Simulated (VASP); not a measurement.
NiO:

```
CELL_PARAMETERS angstrom
0.00000 2.06217 2.06217
2.06217 0.00000 2.06217
2.06217 2.06217 0.00000
ATOMIC_POSITIONS crystal
Ni 0.00000 0.00000 0.00000
O 0.75000 0.75000 0.75000
```

The cell was built by a generator and needn't be a form met in nature.

| Item | Value |
| --- | --- |
| Program | VASP 6.6.1 |
| Task | single point |
| Functional | PBE |
| Potentials or basis | VASP PAW PBE potentials, release 64 (Ni, O) |
| Cutoff | 520 eV |
| k mesh | 11 × 11 × 11 |
| Occupations | fermi-dirac, width 0.05 eV |
| Spin | collinear spin, ferromagnetic start |
| Starting moments | [1.0, 0.0] μB |

On this cell: pressure 60.6 GPa; largest force zero by symmetry; net moment 1.01 μB per cell; site moments Ni +0.80; O +0.18 μB; band gap on the k mesh none (metal or under the smearing width).

The same run follows on a disturbed copy (atoms moved at random, drawn with an rms of 0.05 Å):

```
CELL_PARAMETERS angstrom
0.00000 2.06217 2.06217
2.06217 0.00000 2.06217
2.06217 2.06217 0.00000
ATOMIC_POSITIONS crystal
Ni 0.00136 0.00622 0.97990
O 0.74031 0.76999 0.73535
```

What does the disturbed cell give?

The energy (extrapolated to zero smearing) moves by +7.0 meV/atom; pressure 60.8 GPa; largest force 0.670 eV/Å; net moment 0.99 μB per cell; site moments Ni +0.79; O +0.18 μB; band gap on the k mesh none (metal or under the smearing width).

Forces in eV/Å, atoms in the order of the input:
```
Ni   0.647 -0.168  0.050
O   -0.647  0.168 -0.050
```

Stress tensor (GPa, compression positive):
```
60.65  0.80 -2.06
 0.80 60.92  7.45
-2.06  7.45 60.94
```

Caveats: a cell with one magnetic atom can't hold antiferromagnetic order, which such compounds often take; semilocal functionals often make such compounds metallic where correlation or magnetic order opens a gap, which also shifts bond lengths; a pressure of tens of GPa on the cell as given is suspect, and the run, the potentials or the cell itself is likely at fault (some runs); the cell as given lies far from equilibrium (some runs).
